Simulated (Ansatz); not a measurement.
Space group Fm-3m (No. 225). a = 4.176 Å, b = 4.176 Å, c = 4.176 Å, α = 90.00°, β = 90.00°, γ = 90.00°
```
atom site symmetry x y z
  Ta    4a m-3m  0.0000  0.0000  0.0000
```

Equation of state of this Ta structure (not necessarily the ground state), with shape and atoms relaxed at each volume where symmetry leaves them free. It has no gap at any of these volumes. Computed with DFT PBEsol, scalar-relativistic, plane waves, PAW in Ansatz.

Plane waves to 420 eV, a k mesh through Γ of 18×18×18 on the computed 1-atom cell and Gaussian smearing (0.10 eV); no spin polarisation.

```json
{"V (Å³/atom)": "16.017", "E − E(largest V) (meV/atom)": "101.70", "P (GPa)": "32.61"}
{"V (Å³/atom)": "16.563", "E − E(largest V) (meV/atom)": "8.27", "P (GPa)": "22.60"}
{"V (Å³/atom)": "17.109", "E − E(largest V) (meV/atom)": "-53.27", "P (GPa)": "13.93"}
{"V (Å³/atom)": "17.655", "E − E(largest V) (meV/atom)": "-87.38", "P (GPa)": "6.47"}
{"V (Å³/atom)": "18.201", "E − E(largest V) (meV/atom)": "-98.02", "P (GPa)": "0.02"}
{"V (Å³/atom)": "18.747", "E − E(largest V) (meV/atom)": "-88.32", "P (GPa)": "-5.60"}
{"V (Å³/atom)": "19.293", "E − E(largest V) (meV/atom)": "-60.76", "P (GPa)": "-10.51"}
{"V (Å³/atom)": "20.021", "E − E(largest V) (meV/atom)": "0.00", "P (GPa)": "-16.07"}
```

Fit a third-order Birch–Murnaghan equation to E(V).

V0 = 18.20 Å³/atom, B0 = 200 GPa, B0' = 3.7.

Spin-orbit coupling is left out, which matters for the bands of heavy elements.

This fcc form isn't the element's structure at ambient conditions.